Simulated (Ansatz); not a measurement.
## Random displacements in C

The calculation used DFT PBE+D3(BJ), scalar-relativistic, plane waves, PAW in Ansatz. Cutoff 420 eV, Γ-centred 18×18×18 k-points, Gaussian smearing of 0.03 eV. No spin polarisation. Energies are free energies at this smearing, counted from the undisturbed cell; pressure is positive in compression.

Reference structure (relaxed at this level):

```
C
1.0
     1.23244    0.71155    6.93466
    -1.23244    0.71155    6.93466
     0.00000   -1.42310    6.93466
C
4
Direct
  0.08115 0.08115 0.08115
  0.91885 0.91885 0.91885
  0.25216 0.25216 0.25216
  0.74784 0.74784 0.74784
```

The atoms are displaced (Å, in the unstrained cell):

```csv
atom,ux,uy,uz
C1,-0.295,-0.010,0.123
C2,-0.327,0.086,0.044
C3,0.351,0.222,-0.125
C4,0.272,-0.298,-0.042
```

The cell is not strained.

What are the energy change, the stress and the forces?

ΔE = 12226.8 meV/atom; stress (xx, yy, zz, yz, xz, xy; compression positive) (583.93, 354.06, 33.38, 17.17, 153.42, -14.01) GPa; gap on the mesh 0.55 eV.
| atom | Fx (eV/Å) | Fy | Fz |
| --- | --- | --- | --- |
| C1 | 120.84 | -77.88 | 24.89 |
| C2 | 88.10 | 98.28 | 22.61 |
| C3 | -88.10 | -98.28 | -22.63 |
| C4 | -120.84 | 77.89 | -24.87 |

Cost: 1 run of about 2 core-minutes, on Intel Xeon Processor @ 2.70GHz (shared hosts).